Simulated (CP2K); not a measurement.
Runs of CP2K 2026.2 on PbSe (Clausthalite). Symmetry: Fm-3m, No. 225, cubic system. The conventional cell has a = 6.121 Å, b = 6.121 Å, c = 6.121 Å, α = 90.00°, β = 90.00°, γ = 90.00°. Around Pb (site symmetry m-3m) lie 6 Se at 3.06 Å. Se (site symmetry m-3m) is surrounded by 6 Pb at 3.06 Å. 

```tsv
level	potentials or basis	smearing	EPS_DEFAULT	NGRIDS	points a segment of the path (NPOINTS)	bands added on the path	CUTOFF of the grids	gap on the mesh (eV)	pressure (GPa)
r2SCAN	POTENTIAL_UZH Pb GTH-SCAN-q4, Se GTH-SCAN-q6; TZVP-MOLOPT-SCAN-GTH basis	fermi-dirac 0.0259 eV	1.0E-9	5	10	2	675 Ry	(b)	0.1
PBEsol	POTENTIAL_UZH Pb GTH-PBE-q4, Se GTH-PBE-q6; TZVP-MOLOPT-PBE-GTH basis	fermi-dirac 0.0259 eV	1.0E-9	5	8	4	450 Ry	0.02	1.6
PBE	POTENTIAL_UZH Pb GTH-PBE-q4, Se GTH-PBE-q6; TZVP-MOLOPT-PBE-GTH basis	fermi-dirac 0.1 eV	1.0E-9	4	8	4	450 Ry	0.14	2.9
TB-mBJ	POTENTIAL_UZH Pb GTH-PBE-q4, Se GTH-PBE-q6; TZVP-MOLOPT-PBE-GTH basis	fermi-dirac 0.05 eV	1.0E-10	5	10	6	675 Ry	(a)	-
PBE	POTENTIAL_UZH Pb GTH-PBE-q4, Se GTH-PBE-q6; TZVP-MOLOPT-PBE-GTH basis	fermi-dirac 0.1 eV	1.0E-9	4	6	6	450 Ry	0.14	2.9
LDA	GTH_POTENTIALS Pb GTH-PADE-q4, Se GTH-PADE-q6; TZVP-MOLOPT-PBE-GTH basis	fermi-dirac 0.1 eV	1.0E-10	4	6	6	450 Ry	0.16	-2.9
```

Alike in all rows: task band structure; no spin polarisation; cell as given; k mesh 8 × 8 × 8.

Q: Fill in the values left out.

A: (a) 0.40; (b) 0.36.

Caveats: spin-orbit coupling is left out, which as a rule narrows the gap of such compounds by several tenths of an eV; the basis of atomic orbitals isn't converged, which shifts pressures, moduli and gaps; the potentials were made for another functional, which shifts forces and pressure (some runs); this is a model potential without an energy functional, so only levels have meaning (some runs).

A k mesh can miss the band edges, and the runs leave out spin-orbit coupling on Pb, Se.
